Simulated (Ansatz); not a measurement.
# InP: the cost of one run

Computed with Ansatz 0.2.0 (DFT PBE, scalar-relativistic, plane waves, PAW, unless a step's input says otherwise).

The COD entry's cell or inner coordinates are ideal or old and differ from later refinements, so a difference from it is no clean test against experiment.

4 further runs of the same task are left out: 4 set aside as unsound or not needed.

## (1) The structure to begin with

Symmetry: F-43m, No. 216, cubic system. Conventional cell: a = 5.960 Å, b = 5.960 Å, c = 5.960 Å, α = 90.00°, β = 90.00°, γ = 90.00°. Around In (site symmetry -43m) lie 4 P at 2.58 Å. P (site symmetry -43m) is surrounded by 4 In at 2.58 Å.

Coordinates:

```cif
data_structure
_symmetry_space_group_name_H-M 'P 1'
_symmetry_Int_Tables_number 1
_cell_length_a 4.2144
_cell_length_b 4.2144
_cell_length_c 4.2144
_cell_angle_alpha 60.000
_cell_angle_beta 60.000
_cell_angle_gamma 60.000
_cell_volume 52.93
loop_
_atom_site_label
_atom_site_type_symbol
_atom_site_fract_x
_atom_site_fract_y
_atom_site_fract_z
_atom_site_occupancy
In1 In 0.00000 0.00000 0.00000 1
P1 P 0.25000 0.25000 0.25000 1
```

This cell was relaxed beforehand with the same method: volume 26.46 Å³/atom, gap on the mesh 0.44 eV.

## (2) The [001] wire, 16 host atoms a period

The wire is cut from the relaxed crystal, periodic along c with vacuum across. Atoms and period relax; energies count from the bulk, -3177.0042 eV an atom.

The cell holds 8 In, 8 P: a = 16.500 Å, b = 16.800 Å, c = 5.960 Å, α = 90.00°, β = 90.00°, γ = 90.00°.

## (3) Relaxing it

Pressure and volume refer to the whole cell with its vacuum; only the period along c may change.

Input file input.yaml:

```yaml
crystal:
  lattice:
    - [16.5, 0.0, 0.0]
    - [0.0, 16.8, 0.0]
    - [0.0, 0.0, 5.9600684264]
  atoms:
    - { symbol: In, position: [0.5451520335, 0.5443457472, 0.0], spin: 0.3 }
    - { symbol: P, position: [0.2742398323, 0.6330372417, 0.75], spin: 0.3 }
    - { symbol: P, position: [0.6354561006, 0.2782712639, 0.75], spin: 0.3 }
    - { symbol: P, position: [0.6354561006, 0.6330372417, 0.75], spin: 0.3 }
    - { symbol: In, position: [0.5451520335, 0.3669627583, 0.5], spin: 0.3 }
    - { symbol: In, position: [0.5451520335, 0.7217287361, 0.5], spin: 0.3 }
    - { symbol: P, position: [0.2742398323, 0.4556542528, 0.25], spin: 0.3 }
    - { symbol: P, position: [0.6354561006, 0.4556542528, 0.25], spin: 0.3 }
    - { symbol: In, position: [0.3645438994, 0.5443457472, 0.5], spin: 0.3 }
    - { symbol: In, position: [0.7257601677, 0.5443457472, 0.5], spin: 0.3 }
    - { symbol: P, position: [0.4548479665, 0.2782712639, 0.25], spin: 0.3 }
    - { symbol: P, position: [0.4548479665, 0.6330372417, 0.25], spin: 0.3 }
    - { symbol: In, position: [0.3645438994, 0.3669627583, 0.0], spin: 0.3 }
    - { symbol: In, position: [0.3645438994, 0.7217287361, 0.0], spin: 0.3 }
    - { symbol: In, position: [0.7257601677, 0.3669627583, 0.0], spin: 0.3 }
    - { symbol: P, position: [0.4548479665, 0.4556542528, 0.75], spin: 0.3 }
basis:
  ecutwfc: 420
kpoints:
  mp_grid: { grid: [1, 1, 6] }
hamiltonian:
  xc: pbe
scf:
  occupations: { method: gaussian, width: 0.05 }
  lower_state_search: "off"
output:
  forces: true
  stress: true
  eigenvalues: true
  populations: true
  write_density: true
  write_potential: true
  elf: true
  volumetric_format: npy
magnetization:
  spin_polarized: true
relax:
  adjacent_minimum: "off"
  f_tol: 0.02
  max_steps: 45
  cell: { fix: [a, b, alpha, beta, gamma], stress_tol: 0.03 }
```

On the command line:

```
$ ansatz run input.yaml --threads 4 --pin off --max-ram 11264MiB --backend cpu --events-out ev --progress --plain --runs-dir out
```

**Question.** How long does this run take on 4 threads of Intel Xeon Platinum 8259CL at 2.50GHz (Skylake/Cascade Lake), shared host, and how much memory does it need?

About 21 min, with a peak of 3.6 GiB.
